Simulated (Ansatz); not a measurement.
# Pressure series in AgCl

Base system: AgCl in the rock salt structure (space group Fm-3m, No. 225).

```
AgCl
1.0
    0.00000     2.72374     2.72374
    2.72374     0.00000     2.72374
    2.72374     2.72374     0.00000
Ag Cl
1 1
Direct
  0.00000   0.00000   0.00000
  0.50000   0.50000   0.50000
```

Cell and atoms are relaxed at each pressure.

All numbers come from PBEsol (Ansatz, a quantum-chemistry and plane-wave program), no SOC.

Notes on the quantities. enthalpy: H = E + PV relative to the base's energy.

```csv
case,smallest direct gap,lattice parameter a,enthalpy,electron mass
base,3.03 eV,544.7 pm,–,0.25 mₑ (at Γ)
pressure −2 GPa,2.89 eV,551.9 pm,-0.26 eV/atom,0.25 mₑ (at Γ)
pressure −1 GPa,2.96 eV,548.2 pm,-0.13 eV/atom,0.25 mₑ (at Γ)
pressure 0.9 GPa,3.09 eV,542.0 pm,+0.11 eV/atom,0.25 mₑ (at Γ)
pressure 2.1 GPa,…,538.6 pm,+0.26 eV/atom,0.25 mₑ (at Γ)
pressure 4.5 GPa,3.30 eV,532.8 pm,+0.55 eV/atom,0.25 mₑ (at Γ)
pressure 9 GPa,…,523.9 pm,+1.07 eV/atom,0.25 mₑ (at Γ)
pressure 15 GPa,…,514.8 pm,+1.72 eV/atom,0.25 mₑ (at Γ)
pressure 22.5 GPa,3.08 eV,505.9 pm,+2.50 eV/atom,0.26 mₑ (at Γ)
pressure 30 GPa,2.89 eV,498.8 pm,+3.24 eV/atom,0.26 mₑ (at Γ)
```

Complete the table.


- pressure 2.1 GPa, smallest direct gap: 3.16 eV
- pressure 9 GPa, smallest direct gap: 3.49 eV
- pressure 15 GPa, smallest direct gap: 3.29 eV

Load acts through the strain it causes; cell and atoms are relaxed under it. Masses are band curvatures over ±0.01 Å⁻¹ around the edge. Whether these cells are dynamically stable was not tested. No other phases were tried under pressure.
